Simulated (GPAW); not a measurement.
The system is C.

```
C
1.0
     0.00000    1.78337    1.78337
     1.78337    0.00000    1.78337
     1.78337    1.78337    0.00000
C
2
Direct
  0.75000 0.75000 0.75000
  0.50000 0.50000 0.50000
```

This isn't the form of C at room conditions, which is graphite.

Base run:

| Property | Result |
| --- | --- |
| Program | GPAW 26.7.0 |
| Functional | LDA |
| Potentials or basis | the program's PAW data sets (release 1.2.1) made for this functional |
| Cutoff | 600 eV |
| Basis | pw |
| k mesh | 10 × 10 × 10 |
| Occupations | fermi-dirac, width 0.05 eV |
| Spin | no spin polarisation |

Its results: band gap on the k mesh 4.14 eV, indirect (least direct gap 5.55 eV).

Question: The run is repeated on the same cell with these changes: functional from LDA to GLLB-SC. What comes out?

Answer: Band gap on the k mesh, kohn-sham part alone 4.20 eV, indirect (least direct gap 5.78 eV).

Caveats: a model potential gives levels but no total energy (some runs).

A k mesh can miss the band edges.

Not every run made on this cell is shown here.
